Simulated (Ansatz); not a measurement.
# In: pressure and energy change per atom as volume scale varies

Results calculated with Ansatz 0.2.0, not measured. Plane-wave DFT, scalar-relativistic PAW made under PBE with cores redone for the functional, no dispersion; the given relaxed cell is scaled uniformly, energy at zero smearing counts from the unscaled cell, pressure at the given Fermi-Dirac smearing is positive in compression.

The cell before it is scaled or strained (space group P6_3/mmc, No. 194):
```
In
1.0
      3.4414     0.0000     0.0000
     -1.7207     2.9803     0.0000
      0.0000     0.0000     5.5858
In
2
Direct
  0.33333 0.66667 0.25000
  0.66667 0.33333 0.75000
```

Settings of every row: spin polarised no; functional revPBE; wave cutoff 420 eV; smearing width 0.1 eV; k mesh 12x12x7.

Atom starting moment: 0 on all atoms.

Limits: the cell comes from a prototype or a list of computed structures and needn't be the stable phase.

```csv
row,volume scale,V (Å³/atom),pressure (GPa),energy change per atom (meV)
1,0.88,25.208,?,?
2,0.92,26.354,3.11,19.48
3,0.96,27.499,1.35,4.22
4,1.04,29.791,-1.07,4.36
5,1.08,30.937,-1.91,15.49
6,1.12,32.083,-2.56,31.93
```

Question: what pressure and energy change per atom should row 1 give?

Worked fit of pressure. Take u = (V_r/V)^(2/3) − 1 with V_r = 29.791 Å³ an atom, which is twice the finite (Eulerian) strain; such expansions in the strain, on which the Birch-Murnaghan equation of state is built, carry the rest volume and the bulk modulus. The shown rows have u = 0.08516, 0.05482, 0, -0.02485, -0.04821. Least squares give pressure = −1.083 + 37.164 × u + 139.95 × u² GPa; a straight line predicts inner rows, each left out in turn, worse (root mean square 0.28 against 0.032 GPa). The rows lie off it by 0.01, -0.02, 0.01, 0.01, -0.01. The withheld row has u = 0.1178, so the fit gives −1.083 + 37.164 × (0.1178) + 139.95 × (0.1178)² = 5.24 GPa.

The calculation gave 5.38 GPa. The fit lies 0.14 GPa (2.6 % of the value, 1.8 % of the column's range) below it; its largest miss of a shown row is 0.02 GPa. This row lies beyond the range of the fit.

Worked fit of energy change per atom. Take u = (V_r/V)^(2/3) − 1 with V_r = 29.791 Å³ an atom, which is twice the finite (Eulerian) strain; such expansions in the strain, on which the Birch-Murnaghan equation of state is built, carry the rest volume and the bulk modulus. The shown rows have u = 0.08516, 0.05482, 0, -0.02485, -0.04821. Least squares give energy change per atom = 4.237 − 304.871 × u + 5659.17 × u² meV; a straight line predicts inner rows, each left out in turn, worse (root mean square 11 against 0.39 meV). The rows lie off it by 0.16, -0.31, 0.12, 0.18, -0.16 (root mean square 0.2 meV). The withheld row has u = 0.1178, so the fit gives 4.237 − 304.871 × (0.1178) + 5659.17 × (0.1178)² = 46.85 meV.

The calculation gave 49.12 meV. The fit lies 2.27 meV (4.6 % of the value, 5.1 % of the column's range) below it; its largest miss of a shown row is 0.31 meV. This row lies beyond the range of the fit.
